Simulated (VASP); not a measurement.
Crystal: InPd.

```
CELL_PARAMETERS angstrom
3.27188 0.00000 0.00000
0.00000 3.27188 0.00000
0.00000 0.00000 3.27188
ATOMIC_POSITIONS crystal
In 0.00000 0.00000 0.00000
Pd 0.50000 0.50000 0.50000
```

The cell comes from a database or a generator and needn't be the stable form of this composition.

```yaml
Program: VASP 6.6.1
Task: relaxation of cell and atoms
Functional: optPBE-vdW
Potentials_or_basis: VASP PAW PBE potentials, release 64 (In_d, Pd)
Cutoff: 600 eV
k_mesh: 8 × 8 × 8
Occupations: fermi-dirac, width 0.05 eV
Spin: no spin polarisation
```

At the start: pressure 5.1 GPa; volume 17.51 Å³/atom.

Task: Where does the relaxation end?

Result: Over 3 steps the energy falls by 11.7 meV/atom and the volume is 18.29 Å³/atom (+4.4 %); space group Pm-3m (No. 221, to 0.05 Å).

The path:
```
step  energy change (eV)  largest force (eV/Å)  pressure (GPa)  volume (Å³)
   1              0.0000                0.0000            5.14        35.03
   2             -0.0085                0.0000           -3.27        37.95
   3             -0.0233                0.0000           -0.04        36.58
```

Final structure:
```xyz
2
Lattice="3.3195 0.0000 0.0000 0.0000 3.3195 0.0000 0.0000 0.0000 3.3195" Properties=species:S:1:pos:R:3 pbc="T T T"
In    0.0000    0.0000    0.0000
Pd    1.6597    1.6597    1.6597
```

Caveat: the PAW data sets were made with another functional, which shifts forces and pressure a little.
